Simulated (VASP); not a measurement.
## A VASP 6.6.1 single-point calculation on LiF

INCAR

```
ENCUT = 520
SIGMA = 0.01
NELM = 120
AMIX = 0.2
PREC = Accurate
LREAL = .FALSE.
ALGO = Normal
METAGGA = R2SCAN
ISIF = 2
IBRION = -1
ISMEAR = 0
LCHARG = .FALSE.
BMIX = 0.0001
NBANDS = 12
LASPH = .TRUE.
EDIFF = 1E-7
LWAVE = .FALSE.
NSW = 0
```

KPOINTS

```
KPOINTS created by Atomic Simulation Environment
0
Gamma
10 10 10
0 0 0
```

POSCAR

```
Li F
 1.0000000000000000
    -0.0741529270000000    2.0005136800000001    2.0005136800000001
     2.0005136800000001   -0.0741529270000000    2.0005136800000001
     2.0005136800000001    2.0005136800000001   -0.0741529270000000
 Li  F
   1   1
Cartesian
  0.0000000000000000  0.0000000000000000  0.0000000000000000
  1.9634372164999998  1.9634372164999996  1.9634372164999996
```

The recommended PBE PAW datasets give the neutral cell 10 valence electrons.

Command

```
mpirun -np 1 vasp_std
```

Problem. Predict the outcome of this run.

Solution. It converged. Results: gap between bands v and c on the k mesh 9.75 eV; least direct gap on the k mesh 9.75 eV; pressure -5.2 GPa. Band v is the last that the valence electrons fill when counted band by band, and c is the next.

OSZICAR

```
N       E                     dE             d eps       ncg     rms          rms(c)
DAV:   1     0.290269582923E+02    0.29027E+02   -0.55485E+03  2920   0.866E+02
DAV:   2    -0.137595710736E+02   -0.42787E+02   -0.41893E+02  3368   0.194E+02
DAV:   3    -0.149416904194E+02   -0.11821E+01   -0.11793E+01  3744   0.282E+01
DAV:   4    -0.149535792098E+02   -0.11889E-01   -0.11888E-01  3188   0.307E+00
DAV:   5    -0.149537322456E+02   -0.15304E-03   -0.15304E-03  3816   0.256E-01    0.390E+00
DAV:   6    -0.120146074672E+02    0.29391E+01   -0.20585E-01  2824   0.410E+00    0.284E+00
DAV:   7    -0.120469717997E+02   -0.32364E-01   -0.38387E+00  3244   0.126E+01    0.334E+00
DAV:   8    -0.123874249056E+02   -0.34045E+00   -0.47324E-01  3408   0.498E+00    0.531E+00
DAV:   9    -0.119267500521E+02    0.46067E+00   -0.12526E+00  3020   0.715E+00    0.160E+00
DAV:  10    -0.118798583931E+02    0.46892E-01   -0.10490E-01  3448   0.243E+00    0.537E-01
DAV:  11    -0.118748752469E+02    0.49831E-02   -0.79134E-03  3440   0.630E-01    0.283E-01
DAV:  12    -0.118735117063E+02    0.13635E-02   -0.72453E-03  3276   0.578E-01    0.132E-02
DAV:  13    -0.118735183732E+02   -0.66669E-05   -0.78409E-05  3400   0.989E-02    0.125E-02
DAV:  14    -0.118735198927E+02   -0.15196E-05   -0.63470E-07  3720   0.744E-03    0.122E-02
DAV:  15    -0.118735175307E+02    0.23620E-05   -0.84609E-06  3088   0.202E-02    0.238E-03
DAV:  16    -0.118735174372E+02    0.93557E-07   -0.35572E-07  3372   0.507E-03
   1 F= -.11873517E+02 E0= -.11873517E+02  d E =0.000000E+00
```

Standard output (part)

```
POSCAR found type information on POSCAR LiF
 POSCAR found :  2 types and       2 ions
 LDA part: xc-table for (None), standard interpolation
 POSCAR, INCAR and KPOINTS ok, starting setup
 WAVECAR not read
 entering main loop
```

For comparison, a separate r²SCAN run of the intended cell, on usual settings and not on those above, gives a gap of 9.75 eV on its mesh and a pressure of -5.2 GPa.
